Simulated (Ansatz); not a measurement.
`CC(=O)O[SiH3]` + `[OH][GeH2][SiH3]` → `[SiH3][O][GeH2][SiH3]` + `CC(=O)O`  (ligand exchange at the Si–O bond)

Gas-phase electronic energies from Ansatz, PBE0-D4/def2-TZVP geometries. CBS: MP2 limit from def2 TZ/QZ plus the TZ coupled-cluster correction, frozen cores. Functionals use def2-TZVPP. B3LYP here is the variant with VWN-RPA as its local correlation; programs differ in this. For Ge outer-core shells are correlated without core-valence functions, which leaves a few kJ/mol of doubt a bond. Scalar relativity is left out up to krypton. One conformer a species, not always the lowest.

```tsv
level	ΔE (kJ/mol)	difference from CCSD(T)/CBS
PBE-D4	-20.4	2.6
r2SCAN-D4	-22.3	0.7
PBE0-D4	-23.4	-0.4
B3LYP-D4	-24.8	-1.8
ωB97X-V	-23.7	-0.7
ωB97M-V	-23.1	-0.1
B2PLYP	-24.3	-1.3
PBE	-20.2	2.8
r2SCAN	-22.2	0.8
PBE0	-23.2	-0.2
B3LYP	-24.5	-1.5
HF/def2-TZVPP	-31.9	-8.9
MP2/def2-TZVPP	-23.7	-0.7
SCS-MP2/def2-TZVPP	-24.8	-1.8
CCSD/def2-TZVPP	-25.1	-2.1
CCSD(T)/def2-TZVPP	-23.4	-0.4
HF/def2-QZVPP	-32.0	-9.0
MP2/def2-QZVPP	-23.5	-0.5
SCS-MP2/def2-QZVPP	-24.7	-1.7
HF/CBS(def2)	-32.1	-9.1
MP2/CBS(def2)	-23.4	-0.4
CCSD/CBS(def2)	-24.8	-1.8
CCSD(T)/CBS	-23.0	0
```

Largest T1 diagnostic among the species: 0.015.

In def2-TZVPP, CCSD(T) changes the Hartree–Fock value by +8.5 kJ/mol (the triples alone add +1.7 kJ/mol) and MP2 by +8.2 kJ/mol.

CCSD(T)/CBS has its own doubt, a few kJ/mol and more with outer-core shells, so smaller differences from it don't rank the levels.
